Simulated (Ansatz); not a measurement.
Start from BN in the zinc blende structure (space group F-43m, No. 216; a = 3.6241 Å).

(Cell as relaxed with PBE.)

Levels (all Ansatz, a quantum-chemistry and plane-wave program, PAW, earlier PAW set): PBE (420 eV, no spin-orbit coupling); r2SCAN (500 eV, no SOC).

Each level relaxes its own structure.

| base | PBE | r2SCAN |
|---|---|---|
| volume per atom | 5.95 Å³ | 5.88 Å³ |
| lattice parameter a | 3.624 Å | 3.609 Å |
| band gap | 4.46 eV | 4.99 eV |

The change: every N is replaced by Bi, then cell and atoms are relaxed.

| quantity | PBE | r2SCAN |
|---|---|---|
| shift of the gap caused by the change | -4.32 eV | -4.63 eV |
| band gap | 0.14 eV | 0.37 eV |
| lattice parameter a | 5.524 Å | 5.492 Å |

PBE's shift of the gap caused by the change lies 0.31 eV above r2SCAN's; PBE's band gap lies 0.23 eV below r2SCAN's; PBE's lattice parameter a lies 0.032 Å above r2SCAN's (0.6 %). Neither level is exact; r2SCAN is the comparison here, not a measurement.

With Bi present, leaving out spin-orbit coupling can change the band edges. Whether these cells are dynamically stable was not tested. As relaxed here, BiB is a hypothetical phase, not in the database extracts checked. The zero or small gap of BiB can change with the level of theory.
